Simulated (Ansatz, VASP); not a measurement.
## Cs in VASP and in Ansatz

```
CELL_PARAMETERS angstrom
0.00000 3.94834 3.94834
3.94834 0.00000 3.94834
3.94834 3.94834 0.00000
ATOMIC_POSITIONS crystal
Cs 0.00000 0.00000 0.00000
```

Alike in both runs: task single point; functional r2SCAN; k mesh 4 × 4 × 4; occupations gaussian, width 0.1 eV; no spin polarisation.

|  | VASP | Ansatz |
| --- | --- | --- |
| version | VASP 6.6.1 | Ansatz 0.2.0 |
| potentials or method | VASP PAW PBE potentials, release 64 (Cs_sv) | scalar-relativistic, plane waves, PAW |
| plane-wave cutoff (eV) | 520 | 500 |
| valence electrons in the cell | 9 | 9 |

```csv
,VASP,Ansatz,Ansatz less VASP
gap on the k mesh at the Fermi level (eV),none,none,-
pressure (GPa),0.0,0.0,0.00
```

A gap of «none» marks a metal or a gap that the smearing closes.

Caveats: the PAW data sets were made with another functional, which shifts forces and pressure a little (VASP). The runs have no spin-orbit coupling, so splittings on Cs are missing.
